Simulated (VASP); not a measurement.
# C (a cell with a defect) in VASP: relaxation of the atoms with PBE

Aim: the relaxation of the atoms of C (a cell with a defect) with PBE.

Program: VASP 6.6.1. These are calculated values, not measurements. Logs are shortened: lines on timing, memory, paths and dates and some standing lists are left out, and cuts for length are marked.

### 1 The crystal as given

The cell holds a defect, 63 atoms: a = 7.144 Å, b = 7.144 Å, c = 7.144 Å, α = 90.00°, β = 90.00°, γ = 90.00°.

The cell was built by a generator and needn't be a form met in nature.

### 2 Relaxation of the atoms, PBE

Input file INCAR:

```
PREC = Accurate ; ENCUT = 450
EDIFF = 1E-6 ; ISMEAR = -1
SIGMA = 0.05 ; LREAL = F
LASPH = T ; NELM = 80
ALGO = Fast ; ISIF = 2
LWAVE = F ; LCHARG = F
GGA = PE ; IBRION = 2
NSW = 60 ; EDIFFG = -0.005
```

Input file KPOINTS:

```
Automatic mesh
0
Gamma
  2 2 2
```

Input file POSCAR:

```
C
1.0
    7.1440000000      0.0000000000      0.0000000000
    0.0000000000      7.1440000000      0.0000000000
    0.0000000000      0.0000000000      7.1440000000
C
63
Direct
    0.7500000000      0.2500000000      0.0000000000
    0.7500000000      0.0000000000      0.2500000000
    0.0000000000      0.0000000000      0.0000000000
    0.2500000000      0.2500000000      0.0000000000
    0.5000000000      0.5000000000      0.0000000000
    0.7500000000      0.7500000000      0.0000000000
    0.2500000000      0.0000000000      0.2500000000
    0.5000000000      0.2500000000      0.2500000000
    0.7500000000      0.5000000000      0.2500000000
    0.5000000000      0.0000000000      0.5000000000
    0.7500000000      0.2500000000      0.5000000000
    0.7500000000      0.0000000000      0.7500000000
    0.0000000000      0.5000000000      0.0000000000
    0.2500000000      0.7500000000      0.0000000000
    0.0000000000      0.2500000000      0.2500000000
    0.2500000000      0.5000000000      0.2500000000
    0.5000000000      0.7500000000      0.2500000000
    0.0000000000      0.0000000000      0.5000000000
    0.2500000000      0.2500000000      0.5000000000
    0.5000000000      0.5000000000      0.5000000000
    0.7500000000      0.7500000000      0.5000000000
    0.2500000000      0.0000000000      0.7500000000
    0.5000000000      0.2500000000      0.7500000000
    0.7500000000      0.5000000000      0.7500000000
    0.0000000000      0.7500000000      0.2500000000
    0.0000000000      0.5000000000      0.5000000000
    0.2500000000      0.7500000000      0.5000000000
    0.0000000000      0.2500000000      0.7500000000
    0.2500000000      0.5000000000      0.7500000000
    0.5000000000      0.7500000000      0.7500000000
    0.0000000000      0.7500000000      0.7500000000
    0.6250000000      0.1250000000      0.1250000000
    0.8750000000      0.3750000000      0.1250000000
    0.8750000000      0.1250000000      0.3750000000
    0.1250000000      0.1250000000      0.1250000000
    0.3750000000      0.3750000000      0.1250000000
    0.6250000000      0.6250000000      0.1250000000
    0.8750000000      0.8750000000      0.1250000000
    0.3750000000      0.1250000000      0.3750000000
    0.6250000000      0.3750000000      0.3750000000
    0.8750000000      0.6250000000      0.3750000000
    0.6250000000      0.1250000000      0.6250000000
    0.8750000000      0.3750000000      0.6250000000
    0.8750000000      0.1250000000      0.8750000000
    0.1250000000      0.6250000000      0.1250000000
    0.3750000000      0.8750000000      0.1250000000
    0.1250000000      0.3750000000      0.3750000000
    0.3750000000      0.6250000000      0.3750000000
    0.6250000000      0.8750000000      0.3750000000
    0.1250000000      0.1250000000      0.6250000000
    0.3750000000      0.3750000000      0.6250000000
    0.6250000000      0.6250000000      0.6250000000
    0.8750000000      0.8750000000      0.6250000000
    0.3750000000      0.1250000000      0.8750000000
    0.6250000000      0.3750000000      0.8750000000
    0.8750000000      0.6250000000      0.8750000000
    0.1250000000      0.8750000000      0.3750000000
    0.1250000000      0.6250000000      0.6250000000
    0.3750000000      0.8750000000      0.6250000000
    0.1250000000      0.3750000000      0.8750000000
    0.3750000000      0.6250000000      0.8750000000
    0.6250000000      0.8750000000      0.8750000000
    0.1250000000      0.8750000000      0.8750000000
```

Potentials or basis: VASP PAW PBE potentials, release 64 (C).

Launch:

```bash
cat potpaw_PBE.64/C/POTCAR > POTCAR
mpirun -np 1 vasp_std > vasp.out
```

OUTCAR:

```text
PREC = Accurate
   ENCUT = 450
   EDIFF = 1E-6
   ISMEAR = -1
   LREAL = F
   LASPH = T
   NELM = 80
   ISIF = 2
   GGA = PE
   IBRION = 2
   NSW = 60
   EDIFFG = -0.005

 ion  position               nearest neighbor table
   1  0.750  0.250  0.000-  32 1.55  33 1.55  44 1.55  55 1.55
   2  0.750  0.000  0.250-  32 1.55  34 1.55  38 1.55  49 1.55
   3  0.000  0.000  0.000-  35 1.55  38 1.55  44 1.55  63 1.55
   4  0.250  0.250  0.000-  35 1.55  36 1.55  54 1.55  60 1.55
   5  0.500  0.500  0.000-  36 1.55  37 1.55  55 1.55  61 1.55
   6  0.750  0.750  0.000-  37 1.55  38 1.55  56 1.55  62 1.55
[... 43 lines left out ...]
  50  0.125  0.125  0.625-  18 1.55  19 1.55  22 1.55  28 1.55
  51  0.375  0.375  0.625-  19 1.55  20 1.55  23 1.55  29 1.55
  52  0.625  0.625  0.625-  20 1.55  21 1.55  24 1.55  30 1.55
  53  0.875  0.875  0.625-  12 1.55  18 1.55  21 1.55  31 1.55
  54  0.375  0.125  0.875-   4 1.55  22 1.55  23 1.55
  55  0.625  0.375  0.875-   1 1.55   5 1.55  23 1.55  24 1.55
  56  0.875  0.625  0.875-   6 1.55  13 1.55  24 1.55  31 1.55
  57  0.125  0.875  0.375-   7 1.55  18 1.55  25 1.55  27 1.55
  58  0.125  0.625  0.625-  26 1.55  27 1.55  29 1.55  31 1.55
  59  0.375  0.875  0.625-  10 1.55  22 1.55  27 1.55  30 1.55
  60  0.125  0.375  0.875-   4 1.55  13 1.55  28 1.55  29 1.55
  61  0.375  0.625  0.875-   5 1.55  14 1.55  29 1.55  30 1.55
  62  0.625  0.875  0.875-   6 1.55  12 1.55  30 1.55
  63  0.125  0.875  0.875-   3 1.55  14 1.55  22 1.55  31 1.55

  LATTYP: Found a simple cubic cell.
 ALAT       =     7.1440000000

  Lattice vectors:

 A1 = (   7.1440000000,   0.0000000000,   0.0000000000)
 A2 = (   0.0000000000,   7.1440000000,   0.0000000000)
 A3 = (   0.0000000000,   0.0000000000,   7.1440000000)

Analysis of symmetry for initial positions (statically):
=====================================================================
 Subroutine PRICEL returns:
 Original cell was already a primitive cell.

 Routine SETGRP: Setting up the symmetry group for a
 simple cubic supercell.

 Subroutine GETGRP returns: Found 24 space group operations
 (whereof  8 operations were pure point group operations)
 out of a pool of 48 trial point group operations.

The static configuration has the point symmetry D_2d.
 The point group associated with its full space group is T_d .

Analysis of symmetry for dynamics (positions and initial velocities):
=====================================================================
 Subroutine PRICEL returns:
 Original cell was already a primitive cell.

 Routine SETGRP: Setting up the symmetry group for a
 simple cubic supercell.

 Subroutine GETGRP returns: Found 24 space group operations
 (whereof  8 operations were pure point group operations)
 out of a pool of 48 trial point group operations.

The dynamic configuration has the point symmetry D_2d.
 The point group associated with its full space group is T_d .

 Subroutine INISYM returns: Found 24 space group operations
 (whereof  8 operations are pure point group operations),
 and found     1 'primitive' translations

----------------------------------------------------------------------------------------

                                     Primitive cell

  volume of cell :     364.6064

  direct lattice vectors                    reciprocal lattice vectors
     7.144000000  0.000000000  0.000000000     0.139977604  0.000000000  0.000000000
     0.000000000  7.144000000  0.000000000     0.000000000  0.139977604  0.000000000
     0.000000000  0.000000000  7.144000000     0.000000000  0.000000000  0.139977604

  length of vectors
     7.144000000  7.144000000  7.144000000     0.139977604  0.139977604  0.139977604

  position of ions in fractional coordinates (direct lattice)
     0.750000000  0.250000000  0.000000000
     0.750000000  0.000000000  0.250000000
     0.000000000  0.000000000  0.000000000
     0.250000000  0.250000000  0.000000000
     0.500000000  0.500000000  0.000000000
     0.750000000  0.750000000  0.000000000
[... 55 lines left out ...]
     0.625000000  0.875000000  0.875000000
     0.125000000  0.875000000  0.875000000

[... 96 lines left out ...]
  0.500000  0.500000  0.000000      3.000000
  0.500000  0.500000  0.500000      1.000000
   k-points           NKPTS =      4   k-points in BZ     NKDIM =      4   number of bands    NBANDS=    158
   number of dos      NEDOS =    301   number of ions     NIONS =     63
   total plane-waves  NPLWV = 125000
   dimension x,y,z NGX =    50 NGY =   50 NGZ =   50
   dimension x,y,z NGXF=   100 NGYF=  100 NGZF=  100
   ions per type =              63
   NGX,Y,Z   is equivalent  to a cutoff of  11.64, 11.64, 11.64 a.u.
   NGXF,Y,Z  is equivalent  to a cutoff of  23.27, 23.27, 23.27 a.u.
 SYSTEM =  unknown system
   PREC   = accura    normal or accurate (medium, high low for compatibility)
   ISTART =      0    job   : 0-new  1-cont  2-samecut
   ICHARG =      2    charge: 1-file 2-atom 10-const
   ISPIN  =      1    spin polarized calculation?
   LNONCOLLINEAR =      F non collinear calculations
   LSORBIT =      F    spin-orbit coupling
   LASPH  =      T    aspherical Exc in radial PAW
   ENCUT  =  450.0 eV  33.07 Ry    5.75 a.u.  12.36 12.36 12.36*2*pi/ulx,y,z
   NELM   =     80;   NELMIN=  2; NELMDL= -5     # of ELM steps
   EDIFF  = 0.1E-05   stopping-criterion for ELM
   LREAL  =      F    real-space projection
   EDIFFG = -.5E-02   stopping-criterion for IOM
   NSW    =     60    number of steps for IOM
   IBRION =      2    ionic relax: 0-MD 1-quasi-New 2-CG
   NFREE  =      1    steps in history (QN), initial steepest desc. (CG)
   ISIF   =      2    stress and relaxation
   ISYM   =      2    0-nonsym 1-usesym 2-fastsym
   POTIM  = 0.5000    time-step for ionic-motion
   TEBEG  =    0.0;   TEEND  =   0.0 temperature during run
   PSTRESS=    0.0 pullay stress
   NELECT =     252.0000    total number of electrons
   NUPDOWN=      -1.0000    fix difference up-down
   EMIN   =  10.00;   EMAX   =-10.00  energy-range for DOS
   EFERMI =   0.00;   METHOD = LEGACY
   ISMEAR =    -1;   SIGMA  =   0.05  broadening in eV -4-tet -1-fermi 0-gaus
   EFERMI_NEDOS =   21; number of points for ismear=-14 and -15
   IALGO  =     68    algorithm
   IMIX   =      4    mixing-type and parameters
     AMIX     =   0.40;   BMIX     =  1.00
     AMIX_MAG =   1.60;   BMIX_MAG =  1.00
  volume/ion in A,a.u.               =       5.79        39.06
  Fermi-wavevector in a.u.,A,eV,Ry     =   1.447439  2.735263 28.505284  2.095079
  Thomas-Fermi vector in A             =   2.565394
   LORBIT       =      0    0 simple, 1 ext, 2 COOP (PROOUT), +10 PAW based schemes
   GGA     = PE    functional components
   LHFCALC =     F    Hartree Fock is set to
   AEXX    =    0.0000 exact exchange contribution
   IVDW    =     0    specifies the selected vdW correction
   LEPSILON=     F    determine dielectric tensor
   LRPA    =     F    only Hartree local field effects (RPA)
 conjugate gradient relaxation of ions
 non-spin polarized calculation
 RMM-DIIS sequential band-by-band and
  energy-cutoff  :      450.00
  volume of cell :      364.61
 maximum number of plane-waves:      7920
 NGX is ok and might be reduce to    50
   NGX = 25   NGY = 25   NGZ = 25

--------------------------------------- Ionic step        1  -------------------------------------------

 number of electron     251.9999946 magnetization

 Free energy of the ion-electron system (eV)
  ---------------------------------------------------
  ext. energy  EPLUGINS =         0.00000000
  ---------------------------------------------------
  free energy    TOTEN  =      -565.53605327 eV

  energy without entropy =     -565.46837947  energy(sigma->0) =     -565.50221637

------------------------ aborting loop because EDIFF is reached ----------------------------------------

  FORCE on cell =-STRESS in cart. coord.  units (eV):
  Direction    XX          YY          ZZ          XY          YZ          ZX
  --------------------------------------------------------------------------------------
  -------------------------------------------------------------------------------------
  Total       -3.6226513     -3.6226513     -3.6226513     -0.0000000     -0.0000000      0.0000000
  in kB      -15.9188900    -15.9188900    -15.9188900     -0.0000000     -0.0000000      0.0000000
  external PRESSURE =     -15.9188900 kB  Pullay stress =       0.0000000 kB
[... 272 lines left out ...]
  FREE ENERGIE OF THE ION-ELECTRON SYSTEM (eV)
  ---------------------------------------------------
  free  energy   TOTEN  =      -566.1632792926 eV

  energy  without entropy=     -566.1016811274  energy(sigma->0) =     -566.13248021

[... ionic steps 4 to 10 ...]

--------------------------------------- Ionic step       11  -------------------------------------------

 number of electron     251.9999966 magnetization

------------------------ aborting loop because EDIFF is reached ----------------------------------------
[... 189 lines left out ...]
--------------------------------------- Ionic step       13  -------------------------------------------

 number of electron     251.9999966 magnetization

 Free energy of the ion-electron system (eV)
  ---------------------------------------------------
  ext. energy  EPLUGINS =         0.00000000
  ---------------------------------------------------
  free energy    TOTEN  =      -566.33520707 eV

  energy without entropy =     -566.27042684  energy(sigma->0) =     -566.30281696

 E-fermi :  10.9451     XC(G=0): -13.1390

 val. band max:       10.6508053373   @ k =   0.5000   0.0000   0.0000
 cond. band min:      10.9946323043   @ k =   0.5000   0.0000   0.0000
 fundamental gap:      0.3438269670
 Fermi energy:        10.9450721761

 k-point     1 :       0.0000    0.0000    0.0000
  band No.  band energies     occupation
      1     -11.9575      2.00000
      2      -9.7601      2.00000
      3      -9.7601      2.00000
      4      -9.7421      2.00000
      5      -9.7421      2.00000
      6      -9.7421      2.00000
[... 553 lines left out ...]
    137      15.4434      0.00000
    138      15.4434      0.00000
 [bands above 138 left out]

------------------------ aborting loop because EDIFF is reached ----------------------------------------

  FORCE on cell =-STRESS in cart. coord.  units (eV):
  Direction    XX          YY          ZZ          XY          YZ          ZX
  --------------------------------------------------------------------------------------
  -------------------------------------------------------------------------------------
  Total        0.6130514      0.6130514      0.6130514     -0.0000000      0.0000000      0.0000000
  in kB        2.6939103      2.6939103      2.6939103     -0.0000000      0.0000000      0.0000000
  external PRESSURE =       2.6939103 kB  Pullay stress =       0.0000000 kB
[... 78 lines left out ...]
  FREE ENERGIE OF THE ION-ELECTRON SYSTEM (eV)
  ---------------------------------------------------
  free  energy   TOTEN  =      -566.3352070685 eV

  energy  without entropy=     -566.2704268437  energy(sigma->0) =     -566.30281696

 reached required accuracy - stopping structural energy minimisation
```

Wall time 35 min (1 thread of Intel Xeon Platinum 8488C (Sapphire Rapids), shared host); peak memory 0.43 GiB.

Results:

- Free energy: -566.3352 eV
- Energy gained by relaxing: 12.7 meV/atom
- Ionic steps: 13
- Band gap on the k mesh: none (metal or under the smearing width)

The path:
```tsv
step	energy change (eV)	largest force (eV/Å)	pressure (GPa)
1	0.0000	2.6646	-1.59
2	-0.0548	2.0452	0.78
3	-0.6272	0.8379	-0.66
4	-0.7538	0.3813	0.34
5	-0.7690	0.2345	0.06
6	-0.7838	0.3390	0.32
7	-0.7948	0.1714	0.21
8	-0.7978	0.1463	0.28
9	-0.7989	0.0381	0.25
10	-0.7991	0.0142	0.27
11	-0.7991	0.0115	0.27
12	-0.7991	0.0081	0.27
13	-0.7992	0.0019	0.27
```

Final structure:
```cif
data_structure
_symmetry_space_group_name_H-M 'P 1'
_symmetry_Int_Tables_number 1
_cell_length_a 7.1440
_cell_length_b 7.1440
_cell_length_c 7.1440
_cell_angle_alpha 90.000
_cell_angle_beta 90.000
_cell_angle_gamma 90.000
_cell_volume 364.61
loop_
_atom_site_label
_atom_site_type_symbol
_atom_site_fract_x
_atom_site_fract_y
_atom_site_fract_z
_atom_site_occupancy
C1 C 0.74825 0.24825 0.00032 1
C2 C 0.74825 0.00032 0.24825 1
C3 C 0.00000 0.00000 0.00000 1
C4 C 0.25175 0.24825 0.99968 1
C5 C 0.50000 0.50000 0.00000 1
C6 C 0.74825 0.75175 0.99968 1
C7 C 0.25175 0.99968 0.24825 1
C8 C 0.50032 0.24825 0.24825 1
C9 C 0.74973 0.50039 0.24973 1
C10 C 0.50000 0.00000 0.50000 1
C11 C 0.74973 0.24973 0.50039 1
C12 C 0.74825 0.99968 0.75175 1
C13 C 0.00000 0.50000 0.00000 1
C14 C 0.25175 0.75175 0.00032 1
C15 C 0.00039 0.24973 0.24973 1
C16 C 0.25027 0.49961 0.24973 1
C17 C 0.49968 0.75175 0.24825 1
C18 C 0.00000 0.00000 0.50000 1
C19 C 0.25027 0.24973 0.49961 1
C20 C 0.50000 0.50000 0.50000 1
C21 C 0.74973 0.75027 0.49961 1
C22 C 0.25175 0.00032 0.75175 1
C23 C 0.49968 0.24825 0.75175 1
C24 C 0.74973 0.49961 0.75027 1
C25 C 0.99961 0.75027 0.24973 1
C26 C 0.00000 0.50000 0.50000 1
C27 C 0.25027 0.75027 0.50039 1
C28 C 0.99961 0.24973 0.75027 1
C29 C 0.25027 0.50039 0.75027 1
C30 C 0.50032 0.75175 0.75175 1
C31 C 0.00039 0.75027 0.75027 1
C32 C 0.63475 0.13475 0.13475 1
C33 C 0.87589 0.37589 0.12548 1
C34 C 0.87589 0.12548 0.37589 1
C35 C 0.12558 0.12441 0.12441 1
C36 C 0.37559 0.37442 0.12441 1
C37 C 0.62441 0.62558 0.12441 1
C38 C 0.87442 0.87559 0.12441 1
C39 C 0.37559 0.12441 0.37442 1
C40 C 0.62548 0.37589 0.37589 1
C41 C 0.87484 0.62516 0.37484 1
C42 C 0.62441 0.12441 0.62558 1
C43 C 0.87484 0.37484 0.62516 1
C44 C 0.87442 0.12441 0.87559 1
C45 C 0.12411 0.62411 0.12548 1
C46 C 0.36525 0.86525 0.13475 1
C47 C 0.12516 0.37484 0.37484 1
C48 C 0.37452 0.62411 0.37589 1
C49 C 0.62441 0.87559 0.37442 1
C50 C 0.12411 0.12548 0.62411 1
C51 C 0.37452 0.37589 0.62411 1
C52 C 0.62548 0.62411 0.62411 1
C53 C 0.87589 0.87452 0.62411 1
C54 C 0.36525 0.13475 0.86525 1
C55 C 0.62441 0.37442 0.87559 1
C56 C 0.87589 0.62411 0.87452 1
C57 C 0.12411 0.87452 0.37589 1
C58 C 0.12516 0.62516 0.62516 1
C59 C 0.37559 0.87559 0.62558 1
C60 C 0.12411 0.37589 0.87452 1
C61 C 0.37559 0.62558 0.87559 1
C62 C 0.63475 0.86525 0.86525 1
C63 C 0.12558 0.87559 0.87559 1
```

Caveat: the k mesh is coarse (spacing up to 0.44 Å⁻¹), so the values aren't converged; the cutoff is under 1.25 times the usual one of these potentials, so pressure, stress and relaxed cells hold a basis-set (Pulay) error.
